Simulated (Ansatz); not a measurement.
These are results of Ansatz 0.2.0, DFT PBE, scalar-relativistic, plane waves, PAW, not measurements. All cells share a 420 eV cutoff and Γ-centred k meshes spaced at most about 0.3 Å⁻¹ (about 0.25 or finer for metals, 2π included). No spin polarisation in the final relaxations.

Temperature and zero-point effects are left out. All come from trial cells, and lower structures may exist.

**Question.** Order these relaxed structures of Ge by energy, lowest first, with the energy over the lowest of them.
A.

```
Ge
1.0
     3.41089   -7.06733    0.00000
     3.41089    7.06733    0.00000
     0.00000    0.00000    4.06884
Ge
8
Direct
  0.14846 0.48387 0.00000
  0.85154 0.51613 0.00000
  0.51613 0.85154 0.00000
  0.48387 0.14846 0.00000
  0.90443 0.72664 0.50000
  0.09557 0.27337 0.50000
  0.27337 0.09557 0.50000
  0.72664 0.90443 0.50000
```

B.

```
Ge
1.0
     4.06322    0.00000    0.00000
    -2.03161    3.51886    0.00000
     0.00000    0.00000   20.03493
Ge
12
Cartesian
  0.0000 0.0000 12.1098
  0.0000 0.0000 5.4163
  2.0316 1.1730 8.7649
  2.0316 1.1730 15.4554
  2.0316 1.1730 2.0932
  0.0000 2.3459 18.7788
  0.0000 0.0000 7.9251
  0.0000 0.0000 14.6186
  2.0316 1.1730 4.5795
  2.0316 1.1730 11.2700
  2.0316 1.1730 17.9417
  0.0000 2.3459 1.2562
```

**Answer.** B (0 meV/atom), A (43 meV/atom). Forms: B P-6m2; A Cmmm. Counting all near atoms (those within 1.25 times the shortest such distance or 1.15 times the sum of covalent radii): B has Ge 4; A has Ge 4.

With atoms moved at random, Cmmm came back. Other cells relaxed within their symmetry can be saddle points. The part of the Crystallography Open Database at hand lists Ge in space groups No. 64, 96, 227; no cell shown has one of them. Some structure types and database cells were kept out of the candidates from the start, so a known form may be missing.
